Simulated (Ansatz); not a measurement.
# Ge: the cost of one run

Computed with Ansatz 0.2.0 (DFT PBE, scalar-relativistic, plane waves, PAW, unless a step's input says otherwise).

2 further runs of the same task are left out: 1 that didn't finish, 1 set aside as unsound or not needed.

## (1) The structure to begin with

The structure is orthorhombic, space group Cmce (No. 64). Conventional cell: a = 7.042 Å, b = 8.152 Å, c = 7.066 Å, α = 90.00°, β = 90.00°, γ = 90.00°. Ge (site symmetry 1) has 4 Ge at 2.49 to 2.52 Å as nearest neighbours.

Coordinates:

```cif
data_structure
_symmetry_space_group_name_H-M 'P 1'
_symmetry_Int_Tables_number 1
_cell_length_a 5.3863
_cell_length_b 5.3863
_cell_length_c 7.0657
_cell_angle_alpha 90.000
_cell_angle_beta 90.000
_cell_angle_gamma 98.361
_cell_volume 202.81
loop_
_atom_site_label
_atom_site_type_symbol
_atom_site_fract_x
_atom_site_fract_y
_atom_site_fract_z
_atom_site_occupancy
Ge1 Ge 0.31227 0.04534 0.41118 1
Ge2 Ge 0.45466 0.18773 0.08882 1
Ge3 Ge 0.04534 0.31227 0.58882 1
Ge4 Ge 0.18773 0.45466 0.91118 1
Ge5 Ge 0.95466 0.68773 0.41118 1
Ge6 Ge 0.68773 0.95466 0.58882 1
Ge7 Ge 0.81227 0.54534 0.08882 1
Ge8 Ge 0.54534 0.81227 0.91118 1
```

It is the end of an earlier relaxation with the same method, from a generated guess; it is a trial structure. At a tolerance of 0.05 Å it has space group Cmce (No. 64); it has 25.35 Å³/atom, an uncorrected energy of +0.08 eV/atom over the standard state and, on its mesh, gap none (metal).

## (2) The cell scaled to 0.97 of its volume

Input file input.yaml:

```yaml
crystal:
  lattice:
    - [3.4853319319, -4.0350391868, 0.0]
    - [3.4853319319, 4.0350391868, 0.0]
    - [0.0, 0.0, 6.9943015464]
  atoms:
    - { symbol: Ge, position: [0.312273, 0.045339, 0.411182] }
    - { symbol: Ge, position: [0.454661, 0.187727, 0.088818] }
    - { symbol: Ge, position: [0.045339, 0.312273, 0.588818] }
    - { symbol: Ge, position: [0.187727, 0.454661, 0.911182] }
    - { symbol: Ge, position: [0.954661, 0.687727, 0.411182] }
    - { symbol: Ge, position: [0.687727, 0.954661, 0.588818] }
    - { symbol: Ge, position: [0.812273, 0.545339, 0.088818] }
    - { symbol: Ge, position: [0.545339, 0.812273, 0.911182] }
basis:
  ecutwfc: 420
kpoints:
  mp_grid: { grid: [8, 8, 6] }
hamiltonian:
  xc: pbe
scf:
  occupations: { method: gaussian, width: 0.1 }
output:
  forces: true
  stress: true
  eigenvalues: true
relax:
  adjacent_minimum: "off"
  f_tol: 0.01
  max_steps: 30
  cell: { stress_tol: 0.1, fix: [volume] }
```

Launch:

```
ansatz run input.yaml --threads 4 --pin off --max-ram 8192MiB --backend cpu --events-out ev --progress --plain --runs-dir out
```

What time and memory should one allow on 4 threads of Arm Neoverse V1, shared host?

About 59 s, with a peak of 1.1 GiB.
